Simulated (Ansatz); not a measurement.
# InP: relaxation of cell and atoms with RPBE+D4

The system is InP.

```xyz
2
Lattice="0.0000 2.7688 2.7688 2.7688 0.0000 2.7688 2.7688 2.7688 0.0000" Properties=species:S:1:pos:R:3 pbc="T T T"
In    0.0000    0.0000    0.0000
P     2.7688    2.7688    2.7688
```

Measurements of this composition are mostly on another form, of space group No. 216.

| Quantity | Value |
| --- | --- |
| Program | Ansatz 0.2.0 |
| Task | relaxation of cell and atoms |
| Functional | RPBE |
| Dispersion | D4 |
| Potentials or basis | Ansatz PAW |
| Cutoff | 420 eV (not typed: the program's choice for these potentials) |
| k mesh | 8 × 8 × 8 |
| Occupations | fermi-dirac, width 0.05 eV |
| Spin | no spin polarisation |

The relaxed volume is 20.20 Å³/atom and the relaxed cell is a = 3.852 Å, b = 3.852 Å, c = 3.852 Å, α = 60.00°, β = 60.00°, γ = 60.00°. The space group after relaxing (to 0.05 Å) is Fm-3m (No. 225). The energy gained by relaxing is 12.5 meV/atom, the ionic steps are 5 and the pressure after relaxing is 0.0 GPa. The band gap on the k mesh is none (metal or under the smearing width).

Step by step:
| step | energy change (eV) | largest force (eV/Å) | volume (Å³) |
| --- | --- | --- | --- |
| 1 | 0.0000 | 0.0000 | 42.45 |
| 2 | -0.0130 | 0.0000 | 39.01 |
| 3 | -0.0255 | 0.0000 | 40.53 |
| 4 | -0.0257 | 0.0000 | 40.40 |
| 5 | -0.0250 | 0.0000 | 40.40 |

Final structure:
```
CELL_PARAMETERS angstrom
0.00000 2.72345 2.72345
2.72345 0.00000 2.72345
2.72345 2.72345 0.00000
ATOMIC_POSITIONS crystal
In 0.00000 0.00000 0.00000
P 0.50000 0.50000 0.50000
```

Levels at points of the mesh, in eV from the Fermi level:
```csv
k point,band 5,band 6,band 7,band 8,band 9,band 10,band 11,band 12,band 13
"(0.00, 0.00, 0.00)",-14.47,-12.50,-0.44,-0.44,-0.44,0.91,6.94,6.94,6.94
"(0.00, 0.00, -0.50)",-14.38,-10.26,-7.01,0.03,0.03,2.44,3.29,3.29,5.52
"(0.00, -0.50, -0.50)",-14.34,-9.01,-5.38,-2.62,-2.62,-2.51,3.61,10.25,10.25
```

Wall time 3.3 s on 2 threads of Arm Neoverse V2, with other jobs on the host, peak memory 0.31 GiB.

Caveat: the plane-wave basis is chosen anew once the cell has moved, so the energies of steps on either side of that aren't comparable; pairwise dispersion overbinds metals, which lowers pressure and volume; the PAW data sets come from PBE, with cores solved anew for the run's functional, which leaves a small shift of forces and pressure.
